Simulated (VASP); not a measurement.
## LiBr in VASP 6.6.1, single-point calculation

INCAR

```
NELM = 73
PREC = Accurate
IBRION = -1
ENCUT = 520
EDIFF = 1E-7
ISMEAR = -1
LREAL = .FALSE.
ISIF = 2
SIGMA = 0.005
NSW = 0
LASPH = .TRUE.
LCHARG = .FALSE.
LWAVE = .FALSE.
NBANDS = 6
ALGO = Normal
METAGGA = R2SCAN
```

KPOINTS

```
KPOINTS created by Atomic Simulation Environment
0
Gamma
8 8 8
0 0 0
```

POSCAR

```
Li Br
 1.0000000000000000
     0.0000000000000000    2.7395485815746743    2.7395485815746743
     2.7395485815746743    0.0000000000000000    2.7395485815746743
     2.7395485815746743    2.7395485815746743    0.0000000000000000
 Li  Br
   1   1
Cartesian
  0.0000000000000000 -0.0000000000000000  0.0000000000000000
  2.7395485815746743  2.7395485815746743  2.7395485815746743
```

The recommended PBE PAW datasets give the neutral cell 10 valence electrons.

Command

```
mpirun -np 1 vasp_std
```

Q: Predict the outcome of this run.

A: It converged. Results: gap between bands v and c on the k mesh 5.93 eV; least direct gap on the k mesh 5.93 eV; pressure -0.3 GPa. Band v is the last that the valence electrons fill when counted band by band, and c is the next.

OSZICAR

```
N       E                     dE             d eps       ncg     rms          rms(c)
DAV:   1     0.389226520066E+02    0.38923E+02   -0.39471E+03   348   0.153E+03
DAV:   2    -0.186920607016E+02   -0.57615E+02   -0.55975E+02   558   0.222E+02
DAV:   3    -0.207055733176E+02   -0.20135E+01   -0.20135E+01   384   0.550E+01
DAV:   4    -0.207964588690E+02   -0.90886E-01   -0.90886E-01   648   0.925E+00
DAV:   5    -0.207966739281E+02   -0.21506E-03   -0.21506E-03   480   0.599E-01    0.177E+00
DAV:   6    -0.191565497264E+02    0.16401E+01   -0.44618E-01   468   0.871E+00    0.149E+00
DAV:   7    -0.191552407947E+02    0.13089E-02   -0.21414E-01   456   0.462E+00    0.401E-01
DAV:   8    -0.191529236111E+02    0.23172E-02   -0.50227E-02   360   0.206E+00    0.368E-01
DAV:   9    -0.191516388990E+02    0.12847E-02   -0.67515E-03   444   0.107E+00    0.320E-02
DAV:  10    -0.191515074798E+02    0.13142E-03   -0.34592E-04   528   0.274E-01    0.430E-02
DAV:  11    -0.191518048657E+02   -0.29739E-03   -0.90179E-05   558   0.144E-01    0.122E-02
DAV:  12    -0.191517208881E+02    0.83978E-04   -0.16230E-05   450   0.478E-02    0.384E-03
DAV:  13    -0.191517428236E+02   -0.21935E-04   -0.49917E-07   594   0.110E-02    0.162E-03
DAV:  14    -0.191517546270E+02   -0.11803E-04   -0.76168E-08   444   0.481E-03    0.182E-04
DAV:  15    -0.191517547322E+02   -0.10517E-06   -0.16960E-09   324   0.541E-04    0.517E-05
DAV:  16    -0.191517552028E+02   -0.47055E-06   -0.27691E-10   270   0.278E-04    0.256E-05
DAV:  17    -0.191517550040E+02    0.19878E-06   -0.86020E-11   294   0.160E-04    0.493E-06
DAV:  18    -0.191517549188E+02    0.85201E-07   -0.23497E-11   228   0.693E-05
   1 F= -.19151755E+02 E0= -.19151755E+02  d E =0.000000E+00
```

For comparison, a separate r²SCAN run of the intended cell, on usual settings and not on those above, gives a gap of 5.93 eV on its mesh and a pressure of -0.3 GPa.
